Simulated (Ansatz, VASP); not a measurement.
# TiAl in VASP and in Ansatz

```xyz
2
Lattice="2.8108 0.0000 0.0000 0.0000 2.8108 0.0000 0.0000 0.0000 4.0664" Properties=species:S:1:pos:R:3 pbc="T T T"
Ti    1.4054    1.4054    2.0332
Al    0.0000    0.0000    0.0000
```

The cell comes from a database or a generator and needn't be the stable form of this composition.

Alike in both runs: task single point; functional r2SCAN; dispersion rVV10; k mesh 6 × 6 × 4; occupations gaussian, width 0.1 eV; no spin polarisation.

|  | VASP | Ansatz |
| --- | --- | --- |
| version | VASP 6.6.1 | Ansatz 0.2.0 |
| potentials or method | VASP PAW PBE potentials, release 64 (Ti_sv, Al) | scalar-relativistic, plane waves, PAW |
| plane-wave cutoff (eV) | 520 | 500 |
| valence electrons in the cell | 15 | 15 |

|  | VASP | Ansatz | Ansatz less VASP |
| --- | --- | --- | --- |
| gap on the k mesh at the Fermi level (eV) | none | none | - |
| pressure (GPa) | -0.5 | -0.6 | -0.16 |
| largest component of the traceless stress (GPa) | 0.49 | 0.47 | -0.016 |

A gap of «none» marks a metal or a gap that the smearing closes.

Caveats: the k mesh is coarse (spacing up to 0.39 Å⁻¹), so the values aren't converged; the PAW data sets were made with another functional, which shifts forces and pressure a little (VASP).
